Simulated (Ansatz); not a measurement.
# Pt (simple cubic): energy against volume

The calculation used DFT, RPBE, plane waves (420 eV) with PAW, scalar-relativistic in Ansatz. (PAW data from PBE, frozen cores regenerated.)

The cell is scaled uniformly from the relaxed one, with fractional coordinates and shape fixed. Energies are extrapolated to zero smearing, pressures are those at the given smearing. Magnetic state: spin not included.

A Birch-Murnaghan fit gives V₀ = 18.43 Å³/atom, B₀ = 168 GPa, B₀′ = 5.5.

Q: What are the energy above the minimum and the pressure at 16.246 Å³/atom?

A: 178.8 meV/atom and 30.43 GPa as computed.

Q: What are the energy above the minimum and the pressure at 16.984 Å³/atom?

A: 71.0 meV/atom and 17.55 GPa as computed.

Q: What are the energy above the minimum and the pressure at 20.677 Å³/atom?

A: 112.3 meV/atom and -13.93 GPa as computed.
